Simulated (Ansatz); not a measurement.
Structure types of Ag were relaxed at one common pressure (all-electron LAPW in Ansatz 0.2.0 under PBE, scalar-relativistic, no spin polarisation, zero temperature). They take these volumes:

| type | space group | V (Å³/atom) |
| --- | --- | --- |
| fcc | Fm-3m | 9.16 |
| bcc | Im-3m | 9.16 |
| hcp | P6_3/mmc | 9.15 |
| diamond | Fd-3m | 11.54 |
| simple hexagonal | P6/mmm | 9.53 |
| sc | Pm-3m | 9.86 |

At about which pressure, and is the densest type also the lowest in enthalpy?

390 GPa. The densest types tie within 0.02 Å³/atom, and fcc is the lowest in enthalpy, by less than the mesh noise of 5 meV/atom.
